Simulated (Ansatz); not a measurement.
Take AlSb in the zinc blende structure (space group F-43m, No. 216) as the base.

```
AlSb
1.0
    0.00000     3.11279     3.11279
    3.11279     0.00000     3.11279
    3.11279     3.11279     0.00000
Sb Al
1 1
Direct
  0.75000   0.75000   0.75000
  0.00000   0.00000   0.00000
```

Cartesian axes are those of the cell as printed.

Level of theory: PBE (Ansatz, a quantum-chemistry and plane-wave program, PAW, spin-orbit coupling left out), earlier PAW set.

Free-standing slabs (2 atom(s) a layer) normal to [110] with 15 Å of vacuum; in-plane cell held at bulk.

One change was made to it. Results:

| quantity | base | after |
|---|---|---|
| excess energy per area of both faces (slab less bulk energy over the cell's area: twice a surface energy) | – | 1.09 J/m² |
| band gap | 1.24 eV | 0.58 eV |

### Question
Which change produced these results?
(A) 3 layers
(B) 4 layers
(C) 5 layers

### Answer
C, 5 layers. For comparison, the band gap in the other runs: 3 layers gives zero; 4 layers gives 0.79 eV.

Slab and bulk use different k-meshes, which limits the precision of the excess energy. With Sb present, leaving out spin-orbit coupling can change the band edges. Whether these cells are dynamically stable was not tested. The final runs are not spin-polarised. Gaps under 0.05 eV, about the width of the smearing, are given as zero. The zero or small gap of AlSb can change with the level of theory.
